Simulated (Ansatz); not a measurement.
## TiAl: relaxed-ion elastic tensor

Theory: DFT PBE, scalar-relativistic, plane waves, PAW in Ansatz 0.2.0. Plane waves to 420 eV; Γ-centred k mesh 10×16×10; Fermi-Dirac smearing of 0.15 eV. No spin polarisation.

Relaxed structure:
```yaml
crystal:
  lattice:
    - [4.62470, 0.00000, 0.00000]
    - [0.00000, 2.87555, 0.00000]
    - [0.00000, 0.00000, 4.89327]
  atoms:
    - { symbol: Ti, position: [0.25000, 0.50000, 0.66298] }
    - { symbol: Ti, position: [0.75000, 0.50000, 0.33702] }
    - { symbol: Al, position: [0.75000, 0.00000, 0.83677] }
    - { symbol: Al, position: [0.25000, 0.00000, 0.16323] }
```

It was reached by relaxing an invented guess, and it needn't be the stable form of this composition. In a metal, frequencies and elastic constants depend on the k mesh and the smearing, soft modes and shear constants most.

Task: Give the relaxed-ion elastic constants (GPa, Voigt order xx yy zz yz xz xy, on the Cartesian axes of the cell above).

Result:
```
205.4  73.2  46.4   0.0   0.0   0.0
 73.2 185.2  81.2   0.0   0.0   0.0
 46.4  81.2 209.5   0.0   0.0   0.0
  0.0   0.0   0.0  27.9   0.0   0.0
  0.0   0.0   0.0   0.0  51.6   0.0
  0.0   0.0   0.0   0.0   0.0  75.5
```

Task: Is the crystal stable against homogeneous strain?

Result: Yes: the least eigenvalue of the tensor is 27.9 GPa.

Task: And the moduli of a polycrystal (Hill averages)?

Result: B = 111 GPa, G = 54 GPa, E = 139 GPa, ν = 0.29.
